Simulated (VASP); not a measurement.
# RuS2 (R-3m) in VASP: further runs

The runs below take RuS2 through single point, with LDA+U.

All numbers are computed with VASP 6.6.1; they aren't measurements. Logs are shortened: lines on timing, memory, paths and dates and some standing lists are left out, and cuts for length are marked.

## (1) The crystal as given

The structure is trigonal, space group R-3m (No. 166). Conventional cell: a = 3.629 Å, b = 3.629 Å, c = 16.458 Å, α = 90.00°, β = 90.00°, γ = 120.00°. Ru (site symmetry -3m) has 6 S at 2.49 Å as nearest neighbours. S (site symmetry 3m) has 3 Ru at 2.49 Å as nearest neighbours.

The cell was built by a generator and needn't be a form met in nature.

## (2) Single point, LDA+U, collinear spin, ferromagnetic start

INCAR

```
ALGO = Fast ; EDIFF = 1E-7
ENCUT = 520 ; ISIF = 2
ISMEAR = 0 ; ISPIN = 2
LASPH = T ; LCHARG = F
LDAU = T ; LDAUJ = 0 0
LDAUL = 2 -1 ; LDAUPRINT = 1
LDAUTYPE = 2 ; LDAUU = 8 0
LMAXMIX = 4 ; LORBIT = 11
LREAL = F ; LWAVE = F
MAGMOM = 1 0 0 ; NBANDS = 24
NELM = 100 ; PREC = Accurate
SIGMA = 0.05
```

KPOINTS

```
k-points
0
Gamma
  6 6 6
```

POSCAR

```
RuS2
1.0
    1.8145504000      1.0476311600      5.4860692600
   -1.8145504000      1.0476311600      5.4860692600
    0.0000000000     -2.0952623200      5.4860692600
Ru S
1 2
Direct
    0.0000000000      0.0000000000      0.0000000000
    0.2520000000      0.2520000000      0.2520000000
    0.7480000000      0.7480000000      0.7480000000
```

Potentials or basis: VASP PAW LDA potentials, release 64 (Ru_pv, S).

Launch:

```console
cat potpaw_LDA.64/Ru_pv/POTCAR potpaw_LDA.64/S/POTCAR > POTCAR
mpirun -np 1 vasp_std > vasp.out
```

OUTCAR:

```text
EDIFF = 1E-7
   ENCUT = 520
   ISIF = 2
   ISMEAR = 0
   ISPIN = 2
   LASPH = T
   LORBIT = 11
   LREAL = F
   NELM = 100
   PREC = Accurate

 ion  position               nearest neighbor table
   1  0.000  0.000  0.000-   3 2.49   2 2.49   3 2.49   3 2.49   2 2.49   2 2.49
   2  0.252  0.252  0.252-   1 2.49   1 2.49   1 2.49
   3  0.748  0.748  0.748-   1 2.49   1 2.49   1 2.49

  LATTYP: Found a trigonal (rhomboedric) cell.
 ALAT       =     5.8725701466
 COS(alpha) =     0.8090535277

  Lattice vectors:

 A1 = (   1.8145504000,   1.0476311600,   5.4860692600)
 A2 = (  -1.8145504000,   1.0476311600,   5.4860692600)
 A3 = (   0.0000000000,  -2.0952623200,   5.4860692600)

Analysis of symmetry for initial positions (statically):
=====================================================================
 Subroutine PRICEL returns:
 Original cell was already a primitive cell.

 Routine SETGRP: Setting up the symmetry group for a
 trigonal (rhombohedral) supercell.

 Subroutine GETGRP returns: Found 12 space group operations
 (whereof 12 operations were pure point group operations)
 out of a pool of 12 trial point group operations.

The static configuration has the point symmetry D_3d.

Analysis of symmetry for dynamics (positions and initial velocities):
=====================================================================
 Subroutine PRICEL returns:
 Original cell was already a primitive cell.

 Routine SETGRP: Setting up the symmetry group for a
 trigonal (rhombohedral) supercell.

 Subroutine GETGRP returns: Found 12 space group operations
 (whereof 12 operations were pure point group operations)
 out of a pool of 12 trial point group operations.

The dynamic configuration has the point symmetry D_3d.

Analysis of structural, dynamic, and magnetic symmetry:
=====================================================================
 Subroutine PRICEL returns:
 Original cell was already a primitive cell.

 Routine SETGRP: Setting up the symmetry group for a
 trigonal (rhombohedral) supercell.

 Subroutine GETGRP returns: Found 12 space group operations
 (whereof 12 operations were pure point group operations)
 out of a pool of 12 trial point group operations.

The overall configuration has the point symmetry D_3d.

 Subroutine INISYM returns: Found 12 space group operations
 (whereof 12 operations are pure point group operations),
 and found     1 'primitive' translations

----------------------------------------------------------------------------------------

                                     Primitive cell

  volume of cell :      62.5734

  direct lattice vectors                    reciprocal lattice vectors
     1.814550400  1.047631160  5.486069260     0.275550351  0.159089070  0.060759957
    -1.814550400  1.047631160  5.486069260    -0.275550351  0.159089070  0.060759957
     0.000000000 -2.095262320  5.486069260     0.000000000 -0.318178139  0.060759957

  length of vectors
     5.872570147  5.872570147  5.872570146     0.323927616  0.323927616  0.323927617

  position of ions in fractional coordinates (direct lattice)
     0.000000000  0.000000000  0.000000000
     0.252000000  0.252000000  0.252000000
     0.748000000  0.748000000  0.748000000

  ion indices of the primitive-cell ions
   primitive index   ion index
                 1           1
                 2           2
                 3           3

----------------------------------------------------------------------------------------

 KPOINTS: k-points

Automatic generation of k-mesh.
 Grid dimensions read from file:
 generate k-points for:    6    6    6

[... 70 lines left out ...]
   ISYM   =      2    0-nonsym 1-usesym 2-fastsym
   POTIM  = 0.5000    time-step for ionic-motion
   TEBEG  =    0.0;   TEEND  =   0.0 temperature during run
   PSTRESS=    0.0 pullay stress
   NELECT =      26.0000    total number of electrons
   NUPDOWN=      -1.0000    fix difference up-down
   EMIN   =  10.00;   EMAX   =-10.00  energy-range for DOS
   EFERMI =   0.00;   METHOD = LEGACY
   ISMEAR =     0;   SIGMA  =   0.05  broadening in eV -4-tet -1-fermi 0-gaus
   EFERMI_NEDOS =   21; number of points for ismear=-14 and -15
   IALGO  =     68    algorithm
   IMIX   =      4    mixing-type and parameters
     AMIX     =   0.40;   BMIX     =  1.00
     AMIX_MAG =   1.60;   BMIX_MAG =  1.00
  volume/ion in A,a.u.               =      20.86       140.76
  Fermi-wavevector in a.u.,A,eV,Ry     =   1.221619  2.308526 20.304711  1.492354
  Thomas-Fermi vector in A             =   2.356795
   LORBIT       =     11    0 simple, 1 ext, 2 COOP (PROOUT), +10 PAW based schemes
 LDA+U is selected, type is set to LDAUTYPE =  2
   angular momentum for each species LDAUL =     2   -1
   U (eV)           for each species LDAUU =   8.0  0.0
   J (eV)           for each species LDAUJ =   0.0  0.0
   GGA     = CA    functional components
   LHFCALC =     F    Hartree Fock is set to
   AEXX    =    0.0000 exact exchange contribution
   IVDW    =     0    specifies the selected vdW correction
   LEPSILON=     F    determine dielectric tensor
   LRPA    =     F    only Hartree local field effects (RPA)
 spin polarized calculation
 RMM-DIIS sequential band-by-band and
 Gauss-broadening in eV      SIGMA  =   0.05
  energy-cutoff  :      520.00
  volume of cell :       62.57
 maximum number of plane-waves:      1700
 NGX is ok and might be reduce to    48
   NGX = 21   NGY = 21   NGZ = 21

atom =   1  type =  1  l = 2

 onsite density matrix

spin component  1

  0.8294 -0.0000  0.0000 -0.1250  0.0000
 -0.0000  0.7280  0.0000 -0.0000 -0.1250
  0.0000  0.0000  0.9019  0.0000 -0.0000
 -0.1250 -0.0000  0.0000  0.7280  0.0000
  0.0000 -0.1250 -0.0000  0.0000  0.8294

spin component  2

  0.1973 -0.0000 -0.0000  0.1566  0.0000
 -0.0000  0.2491 -0.0000  0.0000  0.1566
 -0.0000 -0.0000  0.8909  0.0000 -0.0000
  0.1566  0.0000  0.0000  0.2491 -0.0000
  0.0000  0.1566 -0.0000 -0.0000  0.1973

 occupancies and eigenvectors

  o =  0.0645  v =  0.0000  0.0000  0.0000  0.0000  0.0000  0.0000 -0.6469  0.0000 -0.0000  0.7626      0.0000  0.0000  0.0000  0.0000  0.0000  0.0000  0.0000  0.0000  0.0000  0.0000
  o =  0.0645  v =  0.0000  0.0000  0.0000  0.0000  0.0000 -0.7626  0.0000 -0.0000  0.6469  0.0000      0.0000  0.0000  0.0000  0.0000  0.0000  0.0000  0.0000  0.0000  0.0000  0.0000
  o =  0.3819  v =  0.0000  0.0000  0.0000  0.0000  0.0000  0.0000  0.7626  0.0000 -0.0000  0.6469      0.0000  0.0000  0.0000  0.0000  0.0000  0.0000  0.0000  0.0000  0.0000  0.0000
  o =  0.3819  v =  0.0000  0.0000  0.0000  0.0000  0.0000  0.6469  0.0000 -0.0000  0.7626  0.0000      0.0000  0.0000  0.0000  0.0000  0.0000  0.0000  0.0000  0.0000  0.0000  0.0000
  o =  0.6438  v =  0.0000  0.8294  0.0000  0.0000  0.5586  0.0000  0.0000  0.0000  0.0000  0.0000      0.0000  0.0000  0.0000  0.0000  0.0000  0.0000  0.0000  0.0000  0.0000  0.0000
  o =  0.6438  v =  0.5586  0.0000 -0.0000  0.8294 -0.0000  0.0000  0.0000  0.0000  0.0000  0.0000      0.0000  0.0000  0.0000  0.0000  0.0000  0.0000  0.0000  0.0000  0.0000  0.0000
  o =  0.8909  v =  0.0000  0.0000  0.0000  0.0000  0.0000  0.0000 -0.0000  1.0000  0.0000 -0.0000      0.0000  0.0000  0.0000  0.0000  0.0000  0.0000  0.0000  0.0000  0.0000  0.0000
  o =  0.9019  v =  0.0000  0.0000 -1.0000 -0.0000 -0.0000  0.0000  0.0000  0.0000  0.0000  0.0000      0.0000  0.0000  0.0000  0.0000  0.0000  0.0000  0.0000  0.0000  0.0000  0.0000
  o =  0.9136  v =  0.0000 -0.5586 -0.0000  0.0000  0.8294  0.0000  0.0000  0.0000  0.0000  0.0000      0.0000  0.0000  0.0000  0.0000  0.0000  0.0000  0.0000  0.0000  0.0000  0.0000
  o =  0.9136  v = -0.8294  0.0000 -0.0000  0.5586 -0.0000  0.0000  0.0000  0.0000  0.0000  0.0000      0.0000  0.0000  0.0000  0.0000  0.0000  0.0000  0.0000  0.0000  0.0000  0.0000

 number of electron      26.0000003 magnetization       2.0000046

 Free energy of the ion-electron system (eV)
  ---------------------------------------------------
  ext. energy  EPLUGINS =         0.00000000
  ---------------------------------------------------
  free energy    TOTEN  =       -12.73294569 eV

  energy without entropy =      -12.73294567  energy(sigma->0) =      -12.73294568

 E-fermi :   5.1223     XC(G=0): -10.3187

 val. band max:        4.9761130431   @ k =   0.0000   0.0000   0.0000
 cond. band min:       5.2825055508   @ k =   0.5000   0.1667   0.1667
 fundamental gap:      0.3063925077
 Fermi energy:         5.1223139442

 spin component 1

 k-point     1 :       0.0000    0.0000    0.0000
  band No.  band energies     occupation
      1     -39.4009      1.00000
      2     -39.4009      1.00000
      3     -38.4426      1.00000
      4      -8.8172      1.00000
      5      -6.8658      1.00000
      6      -1.8333      1.00000
[... 1289 lines left out ...]
     23      16.4872      0.00000
     24      18.3580      0.00000

 [... further k-points ...]

------------------------ aborting loop because EDIFF is reached ----------------------------------------

  FORCE on cell =-STRESS in cart. coord.  units (eV):
  Direction    XX          YY          ZZ          XY          YZ          ZX
  --------------------------------------------------------------------------------------
  -------------------------------------------------------------------------------------
  Total       -3.9169600     -3.9169599     -1.9910364      0.0000000     -0.0000000     -0.0000000
  in kB     -100.2927951   -100.2927948    -50.9799971      0.0000000     -0.0000000     -0.0000000
  external PRESSURE =     -83.8551957 kB  Pullay stress =       0.0000000 kB

 VOLUME and BASIS-vectors are now :
 -----------------------------------------------------------------------------
  energy-cutoff  :      520.00
  volume of cell :       62.57
      direct lattice vectors                 reciprocal lattice vectors
     1.814550400  1.047631160  5.486069260     0.275550351  0.159089070  0.060759957
    -1.814550400  1.047631160  5.486069260    -0.275550351  0.159089070  0.060759957
     0.000000000 -2.095262320  5.486069260     0.000000000 -0.318178139  0.060759957

 POSITION                                       TOTAL-FORCE (eV/Angst)
 -----------------------------------------------------------------------------------
      0.00000      0.00000      0.00000         0.000000      0.000000      0.000000
      0.00000      0.00000      4.14747         0.000000      0.000000      0.702922
      0.00000      0.00000     12.31074         0.000000     -0.000000     -0.702922
 -----------------------------------------------------------------------------------
    total drift:                               -0.000000      0.000000     -0.000000

  FREE ENERGIE OF THE ION-ELECTRON SYSTEM (eV)
  ---------------------------------------------------
  free  energy   TOTEN  =       -12.7329456925 eV

  energy  without entropy=      -12.7329456662  energy(sigma->0) =      -12.73294568

 total charge

# of ion       s       p       d       tot
------------------------------------------
    1        0.322   6.251   5.757  12.330
    2        1.361   2.280   0.000   3.641
    3        1.361   2.280   0.000   3.641
--------------------------------------------------
tot          3.043  10.811   5.757  19.612

 magnetization (x)

# of ion       s       p       d       tot
------------------------------------------
    1        0.030   0.026   2.223   2.279
    2        0.002  -0.123   0.000  -0.122
    3        0.002  -0.123   0.000  -0.122
--------------------------------------------------
tot          0.033  -0.221   2.223   2.036
```

Run time: 9.3 min. Hardware: 1 thread of AMD EPYC 7R43 (Zen 3), shared host; peak memory 0.26 GiB.

What came out:

```yaml
Free_energy: -12.7329 eV
Pressure: -8.4 GPa
Largest_force: 0.703 eV/Å
Band_gap_on_the_k_mesh: 0.31 eV, indirect (least direct gap 0.85 eV)
Net_moment: 2.00 μB per cell
Site_moments: Ru +2.28; S -0.12 μB
Valence_electrons_inside_the_program's_atomic_spheres: Ru 12.33; S 3.64
```

Forces in eV/Å, atoms in the order of the input:
```
Ru   0.000  0.000  0.000
S    0.000  0.000  0.703
S    0.000  0.000 -0.703
```

Stress tensor (GPa, compression positive):
```
-10.03   0.00   0.00
  0.00 -10.03   0.00
  0.00   0.00  -5.10
```

Levels at points of the mesh, in eV from the valence-band top:
Spin up:
```
           k point  band 11  band 12  band 13  band 14  band 15  band 16  band 17  band 18
(0.00, 0.00, 0.00)    -2.71    -0.61    -0.61     0.00     1.55     1.55     4.94     5.19
(0.50, 0.00, 0.00)    -3.86    -2.96    -2.29    -1.99     0.86     1.23     6.06     6.23
(0.50, 0.50, 0.00)    -4.05    -3.37    -2.33    -1.52     1.82     1.86     4.52     5.51
(0.50, 0.50, 0.50)    -2.29    -1.61    -0.85    -0.85     1.74     1.74     5.59     6.68
```
Spin down:
```csv
k point,band 10,band 11,band 12,band 13,band 14,band 15
"(0.00, 0.00, 0.00)",-0.69,-0.69,-0.14,1.15,1.15,2.90
"(0.50, 0.00, 0.00)",-2.57,-2.35,-2.01,1.51,1.59,2.64
"(0.50, 0.50, 0.00)",-2.35,-2.08,-1.60,1.29,1.71,3.26
"(0.50, 0.50, 0.50)",-1.29,-0.93,-0.93,1.12,1.12,3.16
```

Eigenvalues of the final occupation matrices:
```
    site  spin  trace               eigenvalues
site 1 d     1   4.02  0.64 0.64 0.90 0.91 0.91
site 1 d     2   1.78  0.06 0.06 0.38 0.38 0.89
```

(Part 1 of 2 ends here.)
